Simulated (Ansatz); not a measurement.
**One atom moved over a plane in Ge**

Computed with DFT PBEsol, scalar-relativistic, plane waves, PAW in Ansatz 0.2.0. Cutoff 420 eV, Γ-centred 12×12×8 k-points, Gaussian smearing of 0.15 eV. No spin polarisation. Energies are free energies at this smearing, counted from the undisturbed cell; pressure is positive in compression.

The starting cell (relaxed at this level; this form isn't the usual structure):

```yaml
crystal:
  lattice:
    - [3.99697, 0.00000, 0.00000]
    - [-1.99848, 3.46148, 0.00000]
    - [0.00000, 0.00000, 6.59637]
  atoms:
    - { symbol: Ge, position: [0.66667, 0.33333, 0.06291] }
    - { symbol: Ge, position: [0.33333, 0.66667, 0.56291] }
    - { symbol: Ge, position: [0.66667, 0.33333, 0.43709] }
    - { symbol: Ge, position: [0.33333, 0.66667, 0.93709] }
```

Atom 1 (Ge) is moved by p along (1.000, 0.000, 0.000) and q along (0.000, 0.000, 1.000) (Å), all else fixed. Points are written (p, q).

Energy above the undisturbed cell in eV/cell (a dash: not computed):

```
 p \ q  -0.200  -0.100  0.000  0.100  0.200
-0.200    0.48    0.30   0.21   0.24   0.42
 0.000    0.20       –   0.00      –   0.28
 0.200    0.48    0.30   0.21   0.24   0.42
```

Pressure in GPa:

```
 p \ q  -0.200  -0.100  0.000  0.100  0.200
-0.200     1.5     1.0    0.6    0.6    1.1
 0.000     0.7       –    0.0      –    0.7
 0.200     1.5     1.0    0.6    0.6    1.1
```